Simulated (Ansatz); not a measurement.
**SnO (Romarchite): properties at the relaxed cell**

The task, for SnO (Romarchite): measure the bulk modulus from energies at several volumes.

Computed with Ansatz 0.2.0 (DFT PBE+D3(BJ), scalar-relativistic, plane waves, PAW, unless a step's input says otherwise).

2 further runs of the same task are left out: 2 set aside as unsound or not needed.

## Step 1: The structure to begin with

It takes space group P4/nmm (No. 129, tetragonal). The conventional cell has a = 3.837 Å, b = 3.837 Å, c = 4.759 Å, α = 90.00°, β = 90.00°, γ = 90.00°. Sn (site symmetry 4mm) is surrounded by 4 O at 2.24 Å. Around O (site symmetry -4m2) lie 4 Sn at 2.24 Å.

As a file:

```xyz
4
Lattice="3.8366 0.0000 0.0000 0.0000 3.8366 0.0000 0.0000 0.0000 4.7595" Properties=species:S:1:pos:R:3 pbc="T T T"
Sn    1.9183    0.0000    1.1588
Sn    0.0000    1.9183    3.6007
O     0.0000    0.0000    0.0000
O     1.9183    1.9183    0.0000
```

This cell was relaxed beforehand with the same method: volume 17.51 Å³/atom, gap on the mesh none (metal).

## Step 2: Point at V/V0 = 0.97

Input file input.yaml:

```yaml
crystal:
  lattice:
    - [3.7977993568, 0.0, 0.0]
    - [0.0, 3.7977993568, 0.0]
    - [0.0, 0.0, 4.7113718291]
  atoms:
    - { symbol: Sn, position: [0.5, 0.0, 0.2434679921] }
    - { symbol: Sn, position: [0.0, 0.5, 0.7565320079] }
    - { symbol: O, position: [0.0, 0.0, 0.0] }
    - { symbol: O, position: [0.5, 0.5, 0.0] }
basis:
  ecutwfc: 420
kpoints:
  mp_grid: { grid: [12, 12, 10] }
hamiltonian:
  xc: pbe
  dispersion: d3bj
scf:
  occupations: { method: gaussian, width: 0.1 }
output:
  forces: true
  stress: true
  eigenvalues: true
relax:
  adjacent_minimum: "off"
  f_tol: 0.01
  max_steps: 30
  cell: { stress_tol: 0.1, fix: [volume] }
```

Run with:

```
ansatz run input.yaml --threads 1 --pin off --max-ram 2560MiB --backend cpu --events-out ev --progress --plain --runs-dir out
```

## Step 3: Volume × 1.03

Changes to input.yaml since step 2:

```diff
@@ -2,5 +2,5 @@
   lattice:
-    - [3.7977993568, 0.0, 0.0]
-    - [0.0, 3.7977993568, 0.0]
-    - [0.0, 0.0, 4.7113718291]
+    - [3.8745432527, 0.0, 0.0]
+    - [0.0, 3.8745432527, 0.0]
+    - [0.0, 0.0, 4.8065767084]
   atoms:
```

## Step 4: Point at V/V0 = 0.94

Changes to input.yaml since step 3:

```diff
@@ -2,8 +2,8 @@
   lattice:
-    - [3.8745432527, 0.0, 0.0]
-    - [0.0, 3.8745432527, 0.0]
-    - [0.0, 0.0, 4.8065767084]
+    - [3.7783372152, 0.0, 0.0]
+    - [0.0, 3.7783372152, 0.0]
+    - [0.0, 0.0, 4.6128156819]
   atoms:
-    - { symbol: Sn, position: [0.5, 0.0, 0.2434679921] }
-    - { symbol: Sn, position: [0.0, 0.5, 0.7565320079] }
+    - { symbol: Sn, position: [0.5, 0.0, 0.2488574788] }
+    - { symbol: Sn, position: [0.0, 0.5, 0.7511425212] }
     - { symbol: O, position: [0.0, 0.0, 0.0] }
```

## Step 5: Point at V/V0 = 1.06

Changes to input.yaml since step 4:

```diff
@@ -2,8 +2,8 @@
   lattice:
-    - [3.7783372152, 0.0, 0.0]
-    - [0.0, 3.7783372152, 0.0]
-    - [0.0, 0.0, 4.6128156819]
+    - [3.8902114058, 0.0, 0.0]
+    - [0.0, 3.8902114058, 0.0]
+    - [0.0, 0.0, 4.9068088437]
   atoms:
-    - { symbol: Sn, position: [0.5, 0.0, 0.2488574788] }
-    - { symbol: Sn, position: [0.0, 0.5, 0.7511425212] }
+    - { symbol: Sn, position: [0.5, 0.0, 0.2382316078] }
+    - { symbol: Sn, position: [0.0, 0.5, 0.7617683922] }
     - { symbol: O, position: [0.0, 0.0, 0.0] }
```

## Step 6: Volume × 0.91

Changes to input.yaml since step 5:

```diff
@@ -2,8 +2,8 @@
   lattice:
-    - [3.8902114058, 0.0, 0.0]
-    - [0.0, 3.8902114058, 0.0]
-    - [0.0, 0.0, 4.9068088437]
+    - [3.7571239282, 0.0, 0.0]
+    - [0.0, 3.7571239282, 0.0]
+    - [0.0, 0.0, 4.516167397]
   atoms:
-    - { symbol: Sn, position: [0.5, 0.0, 0.2382316078] }
-    - { symbol: Sn, position: [0.0, 0.5, 0.7617683922] }
+    - { symbol: Sn, position: [0.5, 0.0, 0.2543646068] }
+    - { symbol: Sn, position: [0.0, 0.5, 0.7456353932] }
     - { symbol: O, position: [0.0, 0.0, 0.0] }
```

## Step 7: Volume × 1.10

Changes to input.yaml since step 6:

```diff
@@ -2,8 +2,8 @@
   lattice:
-    - [3.7571239282, 0.0, 0.0]
-    - [0.0, 3.7571239282, 0.0]
-    - [0.0, 0.0, 4.516167397]
+    - [3.9124106119, 0.0, 0.0]
+    - [0.0, 3.9124106119, 0.0]
+    - [0.0, 0.0, 5.0343511948]
   atoms:
-    - { symbol: Sn, position: [0.5, 0.0, 0.2543646068] }
-    - { symbol: Sn, position: [0.0, 0.5, 0.7456353932] }
+    - { symbol: Sn, position: [0.5, 0.0, 0.2329726722] }
+    - { symbol: Sn, position: [0.0, 0.5, 0.7670273278] }
     - { symbol: O, position: [0.0, 0.0, 0.0] }
```

## Step 8: The cell scaled to 0.88 of its volume

Changes to input.yaml since step 7:

```diff
@@ -2,8 +2,8 @@
   lattice:
-    - [3.9124106119, 0.0, 0.0]
-    - [0.0, 3.9124106119, 0.0]
-    - [0.0, 0.0, 5.0343511948]
+    - [3.730810879, 0.0, 0.0]
+    - [0.0, 3.730810879, 0.0]
+    - [0.0, 0.0, 4.4291040492]
   atoms:
-    - { symbol: Sn, position: [0.5, 0.0, 0.2329726722] }
-    - { symbol: Sn, position: [0.0, 0.5, 0.7670273278] }
+    - { symbol: Sn, position: [0.5, 0.0, 0.2599774327] }
+    - { symbol: Sn, position: [0.0, 0.5, 0.7400225673] }
     - { symbol: O, position: [0.0, 0.0, 0.0] }
```

(Steps that only read results are left out.)

Before running it: what results should come out? Wanted: equilibrium volume of the fit; bulk modulus.

The runs gave:

| quantity | value |
| --- | --- |
| equilibrium volume of the fit | 17.54 Å³/atom |
| bulk modulus | 32 GPa |
| its pressure derivative | 7.2 |

The fit puts the minimum at 17.54 Å³/atom with B = 32 GPa and B' = 7.2. The gaps in this table are read on the mesh alone; along the band path the bands overlap, so the solid is a metal or semimetal at this level.
